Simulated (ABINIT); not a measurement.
Crystal: Be2C.

```xyz
3
Lattice="0.0000 2.1650 2.1650 2.1650 0.0000 2.1650 2.1650 2.1650 0.0000" Properties=species:S:1:pos:R:3 pbc="T T T"
C     0.0000    0.0000    0.0000
Be    3.2475    3.2475    3.2475
Be    1.0825    1.0825    1.0825
```

Base run:

```yaml
Program: ABINIT 10.8.3 (patched build)
Functional: r2SCAN
Potentials_or_basis: JTH PAW PBE v2.0
Cutoff: 626 eV
k_mesh: 11 × 11 × 11
Occupations: fermi-dirac, width 0.05 eV
Spin: no spin polarisation
```

Its results: band gap on the k mesh 1.60 eV, indirect (least direct gap 4.63 eV).

After a change of settings the same cell gave: band gap on the k mesh 1.93 eV, indirect (least direct gap 4.87 eV). Which change was it?
A. functional from r2SCAN to PBEsol; potentials or basis from JTH PAW PBE v2.0 to PseudoDojo NC SR PBEsol v0.4.1 standard; cutoff from 626 eV to 1197 eV
B. functional from r2SCAN to PBE; cutoff from 626 eV to 517 eV; fine-grid cutoff from 1224.51 eV to 1034.03 eV
C. functional from r2SCAN to TB-mBJ; potentials or basis from JTH PAW PBE v2.0 to JTH PAW LDA v2.0

C.

Caveats: the mesh misses the band edges, which the band path finds closer together; the constant c of TB-mBJ comes from the pseudo density here, which moves gaps by up to 0.3 eV between sets of potentials (some runs).
